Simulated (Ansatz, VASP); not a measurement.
# BeTe in VASP and in Ansatz

```
CELL_PARAMETERS angstrom
0.00000 2.77000 2.77000
2.77000 0.00000 2.77000
2.77000 2.77000 0.00000
ATOMIC_POSITIONS crystal
Be 0.00000 0.00000 0.00000
Te 0.75000 0.75000 0.75000
```

Alike in both runs: task single point; functional PBE; k mesh 11 × 11 × 11; no spin polarisation.

```csv
,VASP,Ansatz
version,VASP 6.6.1,Ansatz 0.2.0
potentials or method,"VASP PAW PBE potentials, release 64 (Be, Te), cutoff 520 eV","all-electron LAPW, scalar-relativistic"
occupations,"methfessel-paxton of order 1, width 0.15 eV","cold, width 0.15 eV"
```

```tsv
	VASP	Ansatz	Ansatz less VASP
gap on the k mesh at the Fermi level (eV)	1.87	1.89	+0.016
pressure (GPa)	4.4	4.3	-0.18
```

Ansatz ran all-electron here, so the differences hold the error of VASP's frozen core and of both bases.

Caveats: spin-orbit coupling is left out, which moves the levels of the heavy elements; an odd mesh through Γ misses points on the zone boundary, where band edges often lie. Expect the measured gap to be larger: semilocal functionals such as PBE lack the derivative discontinuity.
